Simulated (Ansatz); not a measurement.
## 1T-SnSeTe monolayer in a perpendicular field

Wanted: the out-of-plane response of the 1T-SnSeTe monolayer. A positive field points along +c.

Main program and level: Ansatz 0.2.0; plane-wave DFT, PBE-D3(BJ), Ansatz PAW.

### Step 1. Set-up

The cell holds 3 atoms: 1 Te, 1 Sn and 1 Se. Cell: a = 3.827 Å, b = 3.827 Å, c = 36.171 Å, α = 90.0°, β = 90.0°, γ = 120.0°. Vacuum lies along c.

### Step 2. Relaxing the slab

The starting cell is a guess, so the in-plane lattice and the atoms are relaxed first, with the slab cut off from its images along the normal.

The input, input.yaml:

```yaml
crystal:
  lattice:
    - [3.8272765, 0.0, 0.0]
    - [-1.91363825, 3.3145186763, 0.0]
    - [0.0, 0.0, 36.1705878243]
  atoms:
    - { symbol: Te, position: [0.6666666667, 0.3333333333, 0.4644657721] }
    - { symbol: Sn, position: [0.0, 0.0, 0.5049578579] }
    - { symbol: Se, position: [0.3333333333, 0.6666666667, 0.5355342279] }
  periodic: [true, true, false]
kpoints:
  mp_grid: { grid: [12, 12, 1] }
hamiltonian:
  xc: pbe
  dispersion: d3bj
scf:
  occupations: { method: fermi_dirac, width: 0.05 }
  convergence: { dr2_threshold: 1.0e-09 }
relax:
  f_tol: 0.004
  max_steps: 90
  cell: {}
output:
  write_potential: true
  write_density: true
  volumetric_format: npy
```

Command:

```sh
$ ansatz run input.yaml --threads 2 --pin off --max-ram 3072MiB --backend cpu --events-out ev --progress --plain --runs-dir out
```

Numbers of over 12 decimals in the logs are rounded to 6 here.

What it wrote:

```text
Warning: relax.cell: scf.convergence.dr2_threshold = 1e-9 eV is looser than the 1.89849772781e-10 eV advised for a relaxation that steers and ends on the stress (1e-10 eV for each atom of the cell: 3, times the square of relax.cell.stress_2d_tol = 0.05 N/m over 12.6 Å (the atoms' height at the walk's start and 5 Å past either face), 3.978e-2 GPa, over a crystal's default 0.05). What an SCF threshold leaves in a stress goes as its square root, and in the free energy as the threshold itself, and one threshold admits the most on a small cell: [figures from the program's tests cut] Set scf.convergence.dr2_threshold to 1.89849772781e-10 eV or tighter. [rest of the remark cut]
Engine: ansatz 0.2.0, aarch64-unknown-linux-gnu
Pseudopotentials: kind: paw
Pseudopotential: Te, paw, valence charge 16, recommended cutoff 420 eV (normal), Te.paw.azcp
Pseudopotential: Sn, paw, valence charge 14, recommended cutoff 420 eV (normal), Sn.paw.azcp
Pseudopotential: Se, paw, valence charge 16, recommended cutoff 420 eV (normal), Se.paw.azcp
Functional definition: PBE
  parameter kappa = 0.804
  parameter beta = 0.066725
  exchange = pbe_x(kappa = kappa, mu = beta*pi^2/3)
  correlation = pbe_c(beta = beta)
Crystal: 3 atoms, lattice volume = 458.845 Å³
Basis set: ecut = 420 eV, 8941 PW (Γ), exchange–correlation on 54×54×486 points (8 copies of the dense FFT grid, shifted against one another)
Bands: 28, of which v1, the nominal top of the filled ones, is band 23 counted from 1 (22 counted from 0)
Symmetry: 6 space group operations
Space group: P3m1 (ITA 156), of the structure as read, at distance tolerance 7.7e-5 Å
k-points: 19 of 144 (time reversal used)
Non-local potential: Te, projectors of the file, l = 0: 2, l = 1: 2, l = 2: 2, l = 3: 2
Non-local potential: Sn, projectors of the file, l = 0: 2, l = 1: 2, l = 2: 2, l = 3: 2
Non-local potential: Se, projectors of the file, l = 0: 2, l = 1: 2, l = 2: 3, l = 3: 1
PAW form: soft (Blöchl's): semilocal exchange-correlation on the pseudo side does not see the compensation charge
PAW one-centre angular grid: Te, 590 points (default); XC on 64 Gauss nodes
PAW one-centre angular grid: Sn, 590 points (default); XC on 64 Gauss nodes
PAW one-centre angular grid: Se, 590 points (default); XC on 64 Gauss nodes
Initial density: superposition of atomic densities (neutral atoms: chi_scale 0, normalization atom), corrected by the library's trained network
Initial wavefunctions: pseudopotential atomic-orbital guess
Functional: x = pbe(κ = 0.804, μ = 0.219515), c = pbe(β = 0.066725)
SCF iter   1: F=—  HF=-18472.236648 eV  |F-HF|=—  |Δ(HF+E_count)|=         —  Δρ=1.23e-3  dr2=1.15e-2  ethr=1.77e-3  ⟨swp⟩=17.6  Hψ=4358  notcnv=0
preconditioner: auto → Resta (q_TF=auto, 1.860 Å⁻¹)  ε∞=1.5  [insulator: Δε(μ)=0.757 eV  Ē_g=10.301 eV  σ=0.050 eV  W_gap=1.00  n_scr=20 (ndim 8)  ℏωp=6.9 eV  f_vac=0.815  D(μ)=0.00/eV (n_scr^D=0)  ε∞_Penn≈1.5  vacuum switching on, ρ_ref=7.7e-3 e/Å³]
SCF iter   2: F=—  HF=-18472.238743 eV  |F-HF|=—  |Δ(HF+E_count)|=   2.09e-3  Δρ=7.64e-4  dr2=2.10e-2  ethr=2.50e-5  ⟨swp⟩=4.4  Hψ=1580  notcnv=0  defer=10
SCF iter   3: F=—  HF=-18472.237496 eV  |F-HF|=—  |Δ(HF+E_count)|=   1.25e-3  Δρ=5.19e-4  dr2=7.16e-3  ethr=2.50e-5  ⟨swp⟩=4.7  Hψ=1151  notcnv=0  defer=10
SCF iter   4: F=—  HF=-18472.237356 eV  |F-HF|=—  |Δ(HF+E_count)|=   1.40e-4  Δρ=2.29e-4  dr2=1.03e-3  ethr=1.56e-5  ⟨swp⟩=3.2  Hψ=736  notcnv=0  defer=10
SCF iter   5: F=—  HF=-18472.237375 eV  |F-HF|=—  |Δ(HF+E_count)|=   1.89e-5  Δρ=8.08e-5  dr2=1.34e-4  ethr=2.24e-6  ⟨swp⟩=2.6  Hψ=853  notcnv=0  defer=10
SCF iter   6: F=—  HF=-18472.237391 eV  |F-HF|=—  |Δ(HF+E_count)|=   1.57e-5  Δρ=2.72e-5  dr2=4.16e-6  ethr=2.91e-7  ⟨swp⟩=2.9  Hψ=897  notcnv=0  defer=10
SCF iter   7: F=—  HF=-18472.237440 eV  |F-HF|=—  |Δ(HF+E_count)|=   4.90e-5  Δρ=7.44e-6  dr2=3.58e-7  ethr=9.05e-9  ⟨swp⟩=3.9  Hψ=1165  notcnv=0  defer=10
SCF iter   8: F=—  HF=-18472.237440 eV  |F-HF|=—  |Δ(HF+E_count)|=   1.43e-7  Δρ=2.09e-6  dr2=1.64e-8  ethr=7.78e-10  ⟨swp⟩=3.0  Hψ=989  notcnv=0  defer=10
SCF iter   9: F=—  HF=-18472.237440 eV  |F-HF|=—  |Δ(HF+E_count)|=   7.01e-8  Δρ=5.56e-7  dr2=1.49e-9  ethr=3.57e-11  ⟨swp⟩=3.8  Hψ=1208  notcnv=0  defer=10
SCF iter  10: F=-18472.237440 eV  HF=-18472.237440 eV  |F-HF|=2.91e-11  |Δ(HF+E_count)|=   1.09e-8  Δρ=1.26e-7  dr2=1.12e-10  ethr=2.17e-12  ⟨swp⟩=12.4  Hψ=3892  notcnv=0
SCF 1 converged in 10 iterations: F = -18472.237440 eV  dr2 = 1.12e-10
  greatest PAW one-centre occupation: 1.000 electrons in one spin orbital (limit 2), on the Se atom at site 2 (counted from 0), in its partial waves of l = 2
relax step   1: F+E_penalty+E_count = -18472.23743985 eV  Δ(F+E_penalty+E_count) = +0.000e0 eV  max|allowed force component| = 5.367e0 eV/Å  Δτ_max = 0.0000 Å  P = +17.581 N/m  Ω = 458.845 Å³  fix = [c, alpha, beta]  reactions: c +0.000 N/m  (10 SCF iters, accepted)
Crystal: 3 atoms, lattice volume = 466.539 Å³
Basis set: ecut = 420 eV, 9181 PW (Γ), exchange–correlation on 54×54×486 points (8 copies of the dense FFT grid, shifted against one another)
Initial density: handed on by an earlier stage of this run
Initial wavefunctions: those handed on with the density
iter 1 solved again at ethr=1.54e-4 eV; its pass at ethr=3.10e-3 eV (dr2=7.09e-2 eV) is discarded
SCF iter   1: F=—  HF=-18473.921328 eV  |F-HF|=—  |Δ(HF+E_count)|=         —  Δρ=3.73e-3  dr2=6.95e-2  ethr=1.54e-4  ⟨swp⟩=3.1  Hψ=4162  notcnv=0
preconditioner: auto → LDOS  [insulator: Δε(μ)=0.122 eV  Ē_g=9.694 eV  σ=0.050 eV  W_gap=0.50  n_scr=20 (ndim 8)  ℏωp=6.9 eV  f_vac=0.805  D(μ)=0.54/eV (n_scr^D=4)  ε∞_Penn≈1.5  β→1.0]
SCF iter   2: F=—  HF=-18473.918221 eV  |F-HF|=—  |Δ(HF+E_count)|=   3.11e-3  Δρ=1.58e-3  dr2=4.81e-2  ethr=1.51e-4  ⟨swp⟩=4.4  Hψ=1310  notcnv=0
SCF iter   3: F=—  HF=-18473.907883 eV  |F-HF|=—  |Δ(HF+E_count)|=   1.03e-2  Δρ=5.88e-4  dr2=5.16e-3  ethr=1.04e-4  ⟨swp⟩=4.5  Hψ=1220  notcnv=0
SCF iter   4: F=—  HF=-18473.906940 eV  |F-HF|=—  |Δ(HF+E_count)|=   9.43e-4  Δρ=1.31e-4  dr2=9.77e-5  ethr=1.12e-5  ⟨swp⟩=2.7  Hψ=987  notcnv=0  defer=1
SCF iter   5: F=—  HF=-18473.906970 eV  |F-HF|=—  |Δ(HF+E_count)|=   3.06e-5  Δρ=3.49e-5  dr2=1.82e-5  ethr=2.12e-7  ⟨swp⟩=3.1  Hψ=1133  notcnv=0  defer=1
SCF iter   6: F=—  HF=-18473.906969 eV  |F-HF|=—  |Δ(HF+E_count)|=   9.72e-7  Δρ=1.19e-5  dr2=6.53e-7  ethr=3.95e-8  ⟨swp⟩=3.0  Hψ=1131  notcnv=0  defer=1
SCF iter   7: F=—  HF=-18473.907033 eV  |F-HF|=—  |Δ(HF+E_count)|=   6.31e-5  Δρ=3.84e-6  dr2=1.63e-7  ethr=1.42e-9  ⟨swp⟩=3.2  Hψ=1125  notcnv=0  defer=1
[...]
SCF 3 converged in 9 iterations: F = -18474.508888 eV  dr2 = 4.54e-10
relax step   3: F+E_penalty+E_count = -18474.50888752 eV  Δ(F+E_penalty+E_count) = -6.019e-1 eV  max|allowed force component| = 7.502e-1 eV/Å  Δτ_max = 0.1948 Å  P = +2.781 N/m  Ω = 466.535 Å³  energy of the carried Pulay correction = -4.956e-4 eV  fix = [c, alpha, beta]  reactions: c +0.000 N/m  (9 SCF iters, accepted)
[...]
relax step   4: F+E_penalty+E_count = -18474.53117267 eV  Δ(F+E_penalty+E_count) = -2.229e-2 eV  max|allowed force component| = 5.749e-1 eV/Å  Δτ_max = 0.1747 Å  P = +0.034 N/m  Ω = 471.371 Å³  energy of the carried Pulay correction = -8.031e-4 eV  fix = [c, alpha, beta]  reactions: c +0.000 N/m  (8 SCF iters, accepted)
[...]
relax step   5: F+E_penalty+E_count = -18474.57973443 eV  Δ(F+E_penalty+E_count) = -4.856e-2 eV  max|allowed force component| = 2.670e-1 eV/Å  Δτ_max = 0.0864 Å  P = +0.296 N/m  Ω = 478.465 Å³  energy of the carried Pulay correction = -1.248e-3 eV  fix = [c, alpha, beta]  reactions: c +0.000 N/m  (8 SCF iters, accepted)
[...]
relax step   6: F+E_penalty+E_count = -18474.58490017 eV  Δ(F+E_penalty+E_count) = -5.166e-3 eV  max|allowed force component| = 1.033e-1 eV/Å  Δτ_max = 0.0441 Å  P = +0.235 N/m  Ω = 484.425 Å³  energy of the carried Pulay correction = -1.617e-3 eV  fix = [c, alpha, beta]  reactions: c +0.000 N/m  (8 SCF iters, accepted)
[...]
relax step   7: F+E_penalty+E_count = -18474.58606986 eV  Δ(F+E_penalty+E_count) = -1.170e-3 eV  max|allowed force component| = 2.397e-2 eV/Å  Δτ_max = 0.0119 Å  P = +0.066 N/m  Ω = 484.646 Å³  energy of the carried Pulay correction = -1.631e-3 eV  fix = [c, alpha, beta]  reactions: c +0.000 N/m  (7 SCF iters, accepted)
[...]
relax step   8: F+E_penalty+E_count = -18474.58609528 eV  Δ(F+E_penalty+E_count) = -2.542e-5 eV  max|allowed force component| = 4.089e-3 eV/Å  Δτ_max = 0.0018 Å  P = +0.003 N/m  Ω = 485.207 Å³  energy of the carried Pulay correction = -1.665e-3 eV  fix = [c, alpha, beta]  reactions: c +0.000 N/m  (6 SCF iters, accepted)
[...]
relax step   9: F+E_penalty+E_count = -18474.58609012 eV  Δ(F+E_penalty+E_count) = +5.166e-6 eV  max|allowed force component| = 1.914e-3 eV/Å  Δτ_max = 0.0005 Å  P = -0.002 N/m  Ω = 485.304 Å³  energy of the carried Pulay correction = -1.671e-3 eV  fix = [c, alpha, beta]  reactions: c -0.000 N/m  (4 SCF iters, accepted)
Initial wavefunctions: pseudopotential atomic-orbital guess (no wavefunctions were taken with the density)
iter 1 solved again at ethr=3.92e-6 eV; its pass at ethr=3.10e-3 eV (dr2=1.80e-3 eV) is discarded
SCF iter   1: F=—  HF=-18474.576465 eV  |F-HF|=—  |Δ(HF+E_count)|=         —  Δρ=2.28e-4  dr2=6.92e-6  ethr=3.92e-6  ⟨swp⟩=4.8  Hψ=5559  notcnv=0
eigensolver tolerance schedule: the retry pair's looser diagonalisation over-reported the residual by 259.75 of it (diagonalisation noise at 0.49 of the residual, at the tolerance the schedule requests for it); recorded, not acted on — ethr = c·dr2/N_el stays at c = 1.0e-1
preconditioner: auto → LDOS  [insulator: Δε(μ)=0.124 eV  Ē_g=8.902 eV  σ=0.050 eV  W_gap=0.55  n_scr=20 (ndim 8)  ℏωp=6.7 eV  f_vac=0.794  D(μ)=1.04/eV (n_scr^D=6)  ε∞_Penn≈1.6  β→1.0]
SCF iter   2: F=—  HF=-18474.587056 eV  |F-HF|=—  |Δ(HF+E_count)|=   1.06e-2  Δρ=9.80e-6  dr2=2.20e-6  ethr=1.50e-8  ⟨swp⟩=4.9  Hψ=1522  notcnv=0
SCF iter   3: F=—  HF=-18474.587087 eV  |F-HF|=—  |Δ(HF+E_count)|=   3.07e-5  Δρ=6.86e-6  dr2=3.23e-7  ethr=4.78e-9  ⟨swp⟩=3.2  Hψ=1108  notcnv=0
SCF iter   4: F=—  HF=-18474.587115 eV  |F-HF|=—  |Δ(HF+E_count)|=   2.78e-5  Δρ=2.61e-6  dr2=7.94e-8  ethr=7.02e-10  ⟨swp⟩=2.9  Hψ=1066  notcnv=0
SCF iter   5: F=—  HF=-18474.587116 eV  |F-HF|=—  |Δ(HF+E_count)|=   1.39e-6  Δρ=8.29e-7  dr2=2.90e-9  ethr=1.73e-10  ⟨swp⟩=3.6  Hψ=1027  notcnv=0
SCF iter   6: F=-18474.587117 eV  HF=-18474.587117 eV  |F-HF|=5.76e-8  |Δ(HF+E_count)|=   5.99e-7  Δρ=1.63e-7  dr2=4.58e-10  ethr=2.17e-12  ⟨swp⟩=17.2  Hψ=4338  notcnv=0
SCF 10 converged in 6 iterations: F = -18474.587117 eV  dr2 = 4.58e-10
relax step  10: F+E_penalty+E_count = -18474.58711693 eV  Δ(F+E_penalty+E_count) = -1.027e-3 eV  max|allowed force component| = 1.729e-3 eV/Å  Δτ_max = 0.0000 Å  P = -0.018 N/m  Ω = 485.304 Å³  fix = [c, alpha, beta]  reactions: c -0.000 N/m  stress off target by 1.81e-2 N/m on what of the cell is left free  SCF on the basis re-selected at this cell (its energy is not comparable with the rows above)  (6 SCF iters)
basis re-selected at this cell: Δ(F+E_penalty+E_count) = -1.027e-3 eV, ΔP = -0.016 N/m vs the last step (what re-selecting the basis moved, of the pressure what is left beyond the Pulay correction that the steps carried, after the strain that the cell walked since its last selection, with what the two solves' SCF thresholds leave and, on support functions, any second-order correction that the steps lacked; it is no m [...]
WARN: The input density's exchange-correlation potential varies sharply where the density is thin. Do not read a vacuum level from v_tot or v_xc, or from such a field of the output density. On a cell that repeats whose density bears no net charge and no dipole along the vacuum's axis use v_es (v_loc + v_h of the components); under efield.dipole_correction with no amplitude use v_es + v_field, which holds any external [...]
SCF converged after 6 iterations
Free energy (F): -18474.587117 eV
Harris-Foulkes:  -18474.587117 eV  (|F-HF|=5.76e-8)
Internal energy: -18474.578204 eV  (E = F + TS)
E sigma→0 (E₀):  -18474.582661 eV
Entropy (-TS):   -0.008913 eV (-2.971 meV/atom)
Fermi energy:    -5.109078 eV
--- Per-component energies (eV) ---
  E_band       = -1373.892173
  E_kinetic    = 485.319275
  E_local      = -108850.296134  (includes V_loc(G=0)·N_el)
  E_nonlocal   = -937.047215
  E_hartree    = 54373.347032
  E_xc         = -609.333311
  E_vxc        = -296.333086  (∫ρ·V_xc dr)
  E_paw        = -10713.734715  (= ΣΔE_a)
  E_vpaw       = -522.225618  (= ΣTr[D̂ρ^β])
  E_aug_tail   = -0.000793  (compensation charges beyond the density's cutoff)
  E_ewald      = 47777.987383
  E_disp       = -0.819727  (pairwise vdW)
  E_smearing   = -0.008913  (= −TS)
  E_closure    = 0.000000  (closes the sum)
  Σ components = -18474.587117   (vs F -18474.587117, Δ=0.00e0)
--- Forces (eV/Å), atoms counted from 1 ---
  atom   1  Te     0.00000000    -0.00000000     0.00097011
  atom   2  Sn    -0.00000000    -0.00000000    -0.00172943
  atom   3  Se    -0.00000000    -0.00000000     0.00075837
  max |Σ_I F_I| component: 9.52e-7 eV/Å
--- 2D stress c σ (N/m, compression-positive) ---
       -0.018129      -0.000000       0.000000
       -0.000000      -0.018129       0.000000
        0.000000       0.000000      -0.000000
  P = ½ c Tr σ = -0.0181 N/m
--- Band table (eV; the first three rows and the last of 19) ---
  k-point 0: bands = [... 19 lower, -6.3140, -6.3140, -4.9860, -4.9860, -4.3938, -2.3000, -1.4893, -1.4893, ... 1 higher]
  k-point 1: bands = [... 19 lower, -6.8284, -6.4491, -5.5582, -5.0402, -3.9935, -2.0120, -1.5145, -1.3343, ... 1 higher]
  k-point 2: bands = [... 19 lower, -6.8992, -6.7715, -6.4571, -5.1896, -3.7519, -2.1030, -0.9858, -0.8599, ... 1 higher]
  k-point 18: bands = [... 19 lower, -9.0474, -8.8746, -6.7021, -6.4065, -4.4326, -1.3018, -0.7857, 0.0315, ... 1 higher]
  the weakly bound empty levels are not read free of the cell's end (no_gap_told)
--- Relaxed structure (9 steps of the walk, 9 accepted, 1 SCFs on fresh bases) ---
  F+E_penalty+E_count = -18474.58711693 eV   max|allowed force component| = 1.729e-3 eV/Å   (the final SCF, on the basis selected at the relaxed cell)
  cell:  # Å, volume = 485.3044 Å³
    - [3.936081, 4.026564992323323e-18, 0]
    - [-1.968040, 3.408746, 0]
    - [0, 0, 36.1705878243]
  atoms:
    - { symbol: Te, position: [0.666667, 0.333333, 0.452998] }
    - { symbol: Sn, position: [-2.1525606287887825e-19, 0, 0.504342] }
    - { symbol: Se, position: [0.333333, 0.666667, 0.547618] }
```

Wall time 2.2 min (2 threads of Arm Neoverse V1, shared host); peak memory 0.76 GiB.

Step by step:

```csv
step,energy less that of the first step (eV),largest force component (eV/Å),volume (Å³)
1,0.0000,5.3673,458.84
2,-1.6696,3.0782,466.54
3,-2.2714,0.7502,466.53
4,-2.2937,0.5749,471.37
5,-2.3423,0.2670,478.47
6,-2.3475,0.1033,484.42
7,-2.3486,0.0240,484.65
8,-2.3487,0.0041,485.21
9,-2.3486,0.0019,485.30
10*,-2.3497,0.0017,485.30
```

Relaxation steps marked * repeat the geometry before them on a plane-wave basis chosen anew for their cell, so energy and pressure can jump there.

Forces are held to the 6 operations that the run works with; a distortion that breaks them can't arise in this run.

```csv
cell as run,before,after,change
a (Å),3.827,3.936,+2.8 %
b (Å),3.827,3.936,+2.8 %
```

The atoms that moved most (Å, along periodic axes as changes of fractional coordinates times the final cell, across vacuum about the mean position):

```csv
atom,dx,dy,dz,length
Se3,0.000,0.000,0.437,0.437
Te1,0.000,0.000,-0.415,0.415
Sn2,0.000,0.000,-0.022,0.022
```

The relaxed structure:

```
Te Sn Se
1.0
     3.93608    0.00000    0.00000
    -1.96804    3.40875    0.00000
     0.00000    0.00000   36.17059
Te Sn Se
1 1 1
Direct
  0.66667 0.33333 0.45300
  0.00000 0.00000 0.50434
  0.33333 0.66667 0.54762
```

Numbers from this step:

```yaml
energy_at_zero_smearing: -18474.5827 eV
```

The lattice constant a goes from 3.827 to 3.936 Å.

[end of part 1 of 2]

[Logs are printed without paths, hosts, clocks, repeated set-up lines and the standing remarks that a program may print on its own settings, such as how far it seeks lower states.]

[Hosts, paths, dates, database ids (printed as entryN), source tags and the programs' standing remarks are cut or masked in the printed files.]

[Maps of the electrostatic potential energy from Ansatz leave out the sawtooth potential of an applied field or a dipole correction, so their vacuum need not be flat; planar profiles and work functions include it.]
